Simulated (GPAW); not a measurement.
# MnSi (F-43m) in GPAW: single point with LDA

Aim: the single point of MnSi with LDA.

All numbers are computed with GPAW 26.7.0; they aren't measurements. Logs are shortened: lines on timing, memory, paths and dates and some standing lists are left out, and cuts for length are marked. The log counts tension as positive stress, the text compression.

**1. Starting point**

It takes space group F-43m (No. 216, cubic). Conventional cell: a = 5.054 Å, b = 5.054 Å, c = 5.054 Å, α = 90.00°, β = 90.00°, γ = 90.00°. Around Mn (site symmetry -43m) lie 4 Si at 2.19 Å. Around Si (site symmetry -43m) lie 4 Mn at 2.19 Å.

The cell was built by a generator and needn't be a form met in nature.

**2. Single point, LDA, collinear spin, ferromagnetic start**

run.py

```python
from ase.dft.bandgap import bandgap
from ase.io import read, write
from ase.units import GPa
from gpaw import GPAW, PW

atoms = read('POSCAR')
atoms.set_initial_magnetic_moments([5.0, 0.0])

calc = GPAW(mode=PW(400),
            xc='LDA',
            kpts={'size': (7, 7, 7), 'gamma': True},
            occupations={'name': 'fermi-dirac', 'width': 0.05},
            nbands=20,
            maxiter=120,
            txt='gpaw.txt')
atoms.calc = calc
energy = atoms.get_potential_energy()
forces = atoms.get_forces()
stress = atoms.get_stress()
calc.write('gs.gpw')
write('result.traj', atoms)
print(f'Energy: {energy:.6f} eV')
print('Forces (eV/A):')
print(forces.round(4))
print('Stress (GPa):', (stress / GPa).round(3))
print('Moments:', calc.get_magnetic_moments().round(3))
print('Fermi level:', round(calc.get_fermi_level(), 4), 'eV')
print(f'Gap: {bandgap(calc)[0]:.4f} eV, direct: {bandgap(calc, direct=True)[0]:.4f} eV')
```

POSCAR

```
MnSi
1.0
    0.0000000000      2.5272246000      2.5272246000
    2.5272246000      0.0000000000      2.5272246000
    2.5272246000      2.5272246000      0.0000000000
Mn Si
1 1
Direct
    0.0000000000      0.0000000000      0.0000000000
    0.2500000000      0.2500000000      0.2500000000
```

Potentials or basis: the program's PAW data sets (release 1.2.1) made for this functional, pw.

The run is started by

```console
OMP_NUM_THREADS=1 python run.py
```

gpaw.txt:

```text
__  _  _
 | _ |_)|_||  |
 |__||  | ||/\| - 26.7.0

Input parameters:
  mode=PW(ecut=400.0),
  kpts=MonkhorstPack(size=(7, 7, 7), gamma=True),
  maxiter=120,
  nbands=20,
  occupations=Occupations(name='fermi-dirac', width=0.05),
  xc=XC(name='LDA')

Diagonalizing LCAO Hamiltonian
Converting LCAO to pw mode

           Si

       Mn

Atoms  # Å, Bohr magnetons
|   | symbol |        x |        y |        z |    initial magnetic moments |
|---|--------|----------|----------|----------|-----------------------------|
| 0 |     Mn | 0.000000 | 0.000000 | 0.000000 | ( 0.0000,  0.0000,  5.0000) |
| 1 |     Si | 1.263612 | 1.263612 | 1.263612 | ( 0.0000,  0.0000,  0.0000) |

Unit cell  # Å
| periodic |        x |        y |        z |  lengths |    angles |
|----------|----------|----------|----------|----------|-----------|
|      yes | 0.000000 | 2.527225 | 2.527225 | 3.574035 | 60.000000 |
|      yes | 2.527225 | 0.000000 | 2.527225 | 3.574035 | 60.000000 |
|      yes | 2.527225 | 2.527225 | 0.000000 | 3.574035 | 60.000000 |

Number of symmetries: 24
Symmetry operations  # r_c * U_cc + t_c -> r_c
|    | kind |            matrix            |
|----|------|------------------------------|
|  0 |  E   |  1, 0, 0,  0, 1, 0,  0, 0, 1 |
|  1 |  σ   |  1, 0, 0,  0, 0, 1,  0, 1, 0 |
|  2 |  σ   |  1, 0,-1,  0, 1,-1,  0, 0,-1 |
|  3 |  C3  |  1, 0,-1,  0, 0,-1,  0, 1,-1 |
|  4 |  C3  |  1,-1, 0,  0,-1, 1,  0,-1, 0 |
|  5 |  σ   |  1,-1, 0,  0,-1, 0,  0,-1, 1 |
|  6 |  σ   |  0, 1, 0,  1, 0, 0,  0, 0, 1 |
|  7 |  C3  |  0, 1, 0,  0, 0, 1,  1, 0, 0 |
|  8 |  C2  |  0, 1,-1,  1, 0,-1,  0, 0,-1 |
|  9 |  S4  |  0, 1,-1,  0, 0,-1,  1, 0,-1 |
| 10 |  C3  |  0, 0, 1,  1, 0, 0,  0, 1, 0 |
| 11 |  σ   |  0, 0, 1,  0, 1, 0,  1, 0, 0 |
| 12 |  S4  |  0, 0,-1,  1, 0,-1,  0, 1,-1 |
| 13 |  C3  |  0, 0,-1,  0, 1,-1,  1, 0,-1 |
| 14 |  S4  |  0,-1, 1,  1,-1, 0,  0,-1, 0 |
| 15 |  C2  |  0,-1, 1,  0,-1, 0,  1,-1, 0 |
| 16 |  C3  |  0,-1, 0,  1,-1, 0,  0,-1, 1 |
| 17 |  S4  |  0,-1, 0,  0,-1, 1,  1,-1, 0 |
| 18 |  S4  | -1, 1, 0, -1, 0, 1, -1, 0, 0 |
| 19 |  C3  | -1, 1, 0, -1, 0, 0, -1, 0, 1 |
| 20 |  C3  | -1, 0, 1, -1, 1, 0, -1, 0, 0 |
| 21 |  S4  | -1, 0, 1, -1, 0, 0, -1, 1, 0 |
| 22 |  σ   | -1, 0, 0, -1, 1, 0, -1, 0, 1 |
| 23 |  C2  | -1, 0, 0, -1, 0, 1, -1, 1, 0 |

BZ-sampling:
  Number of BZ points: 343
  Number of IBZ points: 20

  Monkhorst-Pack size: [7, 7, 7]
  Monkhorst-Pack shift: [0, 0, 0]

K-points  # in reciprocal-cell coordinates
|     |                                coordinates |     weight |
|-----|--------------------------------------------|------------|
|   0 | (  0.00000000,   0.00000000,   0.00000000) | 0.00291545 |
|   1 | (  0.14285714,   0.14285714,   0.00000000) | 0.01749271 |
|   2 | (  0.14285714,   0.14285714,   0.14285714) | 0.02332362 |
|   3 | (  0.28571429,   0.14285714,   0.14285714) | 0.03498542 |
|   4 | (  0.28571429,   0.28571429,   0.00000000) | 0.01749271 |
|   5 | (  0.28571429,   0.28571429,   0.14285714) | 0.06997085 |
|   6 | (  0.28571429,   0.28571429,   0.28571429) | 0.02332362 |
|   7 | (  0.42857143,  -0.28571429,  -0.28571429) | 0.03498542 |
|   8 | (  0.42857143,   0.28571429,  -0.42857143) | 0.13994169 |
|   9 | (  0.42857143,   0.28571429,  -0.28571429) | 0.06997085 |
| ... |                                            |            |
|  19 | (  0.42857143,   0.42857143,   0.42857143) | 0.02332362 |

Plane wave coefficients: 598
Cutoff: 400.0 eV

Spin-components: 2 (collinear spins)
Bands:           20
Projectors:      11
Spin-degeneracy: 1
Datatype:        complex128

Parallelization:
  kpt:    1
  domain: 1
  band:   1

Density:
  Valence electrons: 19.0
  Components: 2
  Grid points: [18 18 18]
  Charge: 0.0  # |e|

Potential:
  Grid points: [18 18 18]

species:
  Mn:
    name:    Manganese
    Z:       25.0
    valence: 15
    core:    10
    charge:  0.0  # [|e|]
    compensation charges:
      type: gauss
      rc: 0.38  # [Å]
      lmax: 2
    cutoffs:
      filter: 2.14  # [Å]
      core: 0.86  # [Å]
    projectors
    | kind |    occ | energy [eV] | rcut [Å] |
    |------|--------|-------------|----------|
    |   3s |  2.000 |     -85.387 |    1.275 |
    |   4s |  2.000 |      -5.282 |    1.275 |
    |   3p |  6.000 |     -54.493 |    1.281 |
    |   4p |  0.000 |      -1.471 |    1.281 |
    |   3d |  5.000 |      -7.009 |    1.138 |
    |    d |        |      20.203 |    1.138 |

    Using partial waves for Mn as LCAO basis

  Si:
    name:    Silicon
    Z:       14.0
    valence: 4
    core:    10
    charge:  0.0  # [|e|]
    compensation charges:
      type: gauss
      rc: 0.33  # [Å]
      lmax: 2
    cutoffs:
      filter: 1.86  # [Å]
      core: 2.06  # [Å]
    projectors
    | kind |    occ | energy [eV] | rcut [Å] |
    |------|--------|-------------|----------|
    |   3s |  2.000 |     -10.878 |    1.058 |
    |   3p |  2.000 |      -4.162 |    1.058 |
    |    s |        |      16.334 |    1.058 |
    |    p |        |      23.049 |    1.058 |
    |    d |        |       0.000 |    1.058 |

    Using partial waves for Si as LCAO basis

Reference energy: -39314.185157  # eV

eigensolver:
  PPCG
  Converge bands: occupied
  niter=2

density mixing:
  MSR1-Mixer
  Pratt-step length: 0.05
  Maximum mixing coefficient: 0.75
  Old densities: 10
  SVD Regularization: 0.005
  Good broyden scale: 1.0
  Trust region scale: 1.0
  Backstep threshold: 4.0
  History deletion threshold: 6.0
  Fourier metric: weight=20.0, sigma=0.015

occupation numbers:
  Fermi-Dirac:
    width: 0.0500  # eV

poisson solver:
  ecut: 3200.0  # eV

xc functional:
  name: None

convergence criteria:
- Maximum [total energy] change in last 3 cyles: 0.0005 eV / valence electron
- Maximum integral of absolute [dens]ity change: 0.0001 electrons / valence electron
- Maximum integral of absolute [eigenst]ate change: 4e-08 eV^2 / valence electron
maximum number of iterations: 120

SCF iterations
|iter     | |      energy | eigst |  dens |  magmom |
|---------|-|-------------|-------|-------|---------|
|iter:   1| |  -13.970309 | +0.07 |       |  +5.0106|
|iter:   2| |  -14.004227 | -2.32 | -0.76 |  +4.9000|
|iter:   3| |  -15.412707 | -1.95 | -0.79 |  +3.2615|
|iter:   4| |  -16.023094 | -1.29 | -0.84 |  +2.9375|
|iter:   5| |  -14.869743 | -1.58 | -0.84 |  +2.0632|
|iter:   6| |  -14.871699 | -3.34 | -1.74 |  +2.0456|
|iter:   7| |  -14.874393c| -3.97 | -1.94 |  +1.9174|
|iter:   8| |  -14.874691c| -5.25 | -2.41 |  +1.9325|
|iter:   9| |  -14.874708c| -6.06 | -2.95 |  +1.9343|
|iter:  10| |  -14.874723c| -7.30 | -3.39 |  +1.9401|
|iter:  11| |  -14.874724c| -8.33c| -4.35c|  +1.9405|

Converged in 11 steps
Energy contributions relative to reference atoms: (reference = -39314.185157)

Energy contributions:
  Kinetic:          19.246512
  Coulomb:         -15.047427
  Zero:              0.187861
  External:          0.000000
  Xc:              -19.254961
  Entropy:          -0.013416
  Spinorbit:         0.000000
  ----------------------------
  Free energy:     -14.881432
  Extrapolated:    -14.874724

dipole moment: (-14.678242, -14.678242, -14.678242)  # |e|*Ang

Total magnetic moment: (0.000000, 0.000000, 1.940481)

Local magnetic moments
|        x |        y |         z |
|----------|----------|-----------|
| 0.000000 | 0.000000 |  1.968497 |  # Mn   0
| 0.000000 | 0.000000 | -0.084739 |  # Si   1

Fermi level: 5.905
Eigenvalues  # (at kpt = [0.000, 0.000, 0.000])
| band index |      eig [eV] | occ [0-1] |      eig [eV] | occ [0-1] |
|------------|---------------|-----------|---------------|-----------|
|          0 |       -72.983 |     1.000 |       -70.924 |     1.000 |
|          1 |       -42.180 |     1.000 |       -40.184 |     1.000 |
|          2 |       -42.180 |     1.000 |       -40.184 |     1.000 |
|          3 |       -42.180 |     1.000 |       -40.184 |     1.000 |
|          4 |        -4.030 |     1.000 |        -3.913 |     1.000 |
|          5 |         3.175 |     1.000 |         4.222 |     1.000 |
[... 9 lines left out ...]
|         15 |        13.967 |     0.000 |        14.411 |     0.000 |
|         16 |        14.789 |     0.000 |        14.794 |     0.000 |
|        ... |               |           |               |           |
|         19 |        20.854 |     0.000 |        20.942 |     0.000 |

No gap
No difference between direct/indirect transitions

Forces  # eV/Ang
|        x |        y |        z |
|----------|----------|----------|
|  0.00000 | -0.00000 | -0.00000 |  # Mn   0
| -0.00000 |  0.00000 | -0.00000 |  # Si   1

Stress tensor  # eV/Ang^3
|         x |         y |         z |
|-----------|-----------|-----------|
| -0.060388 | -0.000000 |  0.000000 |
| -0.000000 | -0.060388 | -0.000000 |
|  0.000000 | -0.000000 | -0.060388 |

# Writing to gs.gpw (mode='')
```

Run time: 13 s. Hardware: 1 thread of Arm Neoverse V2, shared host; peak memory 0.14 GiB.

These settings aren't checked as converged: the numbers below hold their error.

Results:

```yaml
Free_energy: -14.8814 eV
Pressure: 9.7 GPa
Band_gap_on_the_k_mesh: none (metal or under the smearing width)
Net_moment: 1.94 μB per cell
Site_moments: Mn +1.97; Si -0.08 μB
```

Caveat: the cutoff is short for stress and forces, so pressures can be off by a GPa or more.
